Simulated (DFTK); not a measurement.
Crystal: HfC.

```
Hf C
1.0
     0.00000    2.32500    2.32500
     2.32500    0.00000    2.32500
     2.32500    2.32500    0.00000
Hf C
1 1
Direct
  0.50000 0.50000 0.50000
  0.00000 0.00000 0.00000
```

Base run:

```yaml
Program: DFTK 0.8.2
Functional: PBEsol
Potentials_or_basis: SG15 1.2 (PBE)
Cutoff: 1225 eV
k_mesh: 8 × 8 × 8
Occupations: fermi-dirac, width 0.05 eV
Spin: no spin polarisation
```

Its results: band gap on the k mesh none (metal or under the smearing width); pressure -6.3 GPa.

Q: The run is repeated on the same cell with these changes: functional from PBEsol to BLYP. What comes out?

A: Band gap on the k mesh none (metal or under the smearing width); pressure 4.9 GPa.

BLYP binds less tightly than PBEsol, so the same cell stands under more pressure.

Caveats: the potentials were made for another functional, which shifts forces and pressure; spin-orbit coupling is left out, which moves the levels of the heavy elements.
